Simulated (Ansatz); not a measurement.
**MnSi: do energies and stresses tell the same story?**

All numbers below come from DFT PBE, scalar-relativistic, plane waves, PAW in Ansatz.

Settings: cutoff 420 eV, Γ-centred mesh 8×8×8 on the computed 8-atom cell, Gaussian smearing of 0.10 eV; collinear spin from starting moments 1.09 1.09 1.09 1.09 0 0 0 0 μB.

Relaxed cell: P2_13, a = 4.518 Å, b = 4.518 Å, c = 4.518 Å, α = 90.00°, β = 90.00°, γ = 90.00°, 8 atoms in the primitive cell.

Energies at zero smearing and pressures from the stress tensor, at volumes with shape and atoms relaxed:
```
V (Å³/atom) E − E(first) (meV/atom) P (GPa)
     10.834                     0.00    14.50
     11.180                   -22.83     6.70
     11.526                   -30.05     0.00
     11.871                   -23.80    -5.74
     12.217                    -6.01   -10.62
```

Task: Check P = −dE/dV between neighbouring volumes, and get the bulk modulus from the pressures alone.

Result: With 1 eV/Å³ = 160.2 GPa:
```
middle V (Å³/atom)  −ΔE/ΔV (GPa) mean P (GPa)
            11.007        10.578        10.602
            11.353         3.348         3.352
            11.699        -2.895        -2.871
            12.044        -8.246        -8.184
```

The two differ by 0.06 GPa at most. The mean of two end pressures misses the average over a step by about ΔV² P″/12, up to 0.10 GPa here; with that taken off 0.08 GPa remains. The stress is the derivative of the free energy, not of the energy at zero smearing, and with free energies 0.00 GPa remains. Around V = 11.526 Å³/atom, the two neighbours give B = −V ΔP/ΔV = 11.526 × 12.45 / 0.692 = 207.4 GPa, against B0 = 206.9 GPa from the Birch–Murnaghan fit of the energies.

Only parallel moments were tried here.

Only this magnetic start was tried.

Cost: 6 runs of about 36 core-minutes in all, on Intel Xeon Processor @ 2.50GHz (Skylake/Cascade Lake) (shared hosts).